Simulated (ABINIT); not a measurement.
The system is Rh.

```xyz
1
Lattice="0.0000 1.8979 1.8979 1.8979 0.0000 1.8979 1.8979 1.8979 0.0000" Properties=species:S:1:pos:R:3 pbc="T T T"
Rh    0.0000    0.0000    0.0000
```

Base run:

```yaml
Program: ABINIT 10.8.3 (patched build)
Functional: PBE
Potentials_or_basis: JTH PAW PBE v2.0
Cutoff: 544 eV
k_mesh: 16 × 16 × 16
Occupations: fermi-dirac, width 0.05 eV
Spin: no spin polarisation
```

Its results: band gap on the k mesh none (metal or under the smearing width); pressure 7.6 GPa.

Question: After a change of settings the same cell gave: band gap on the k mesh none (metal or under the smearing width); pressure 6.1 GPa. Which change was it?
A. functional from PBE to PBEsol
B. k mesh from 16 × 16 × 16 to 7 × 7 × 7
C. functional from PBE to HCTH407; k mesh from 16 × 16 × 16 to 12 × 12 × 12

Answer: B.

Caveats: some runs use coarse meshes.
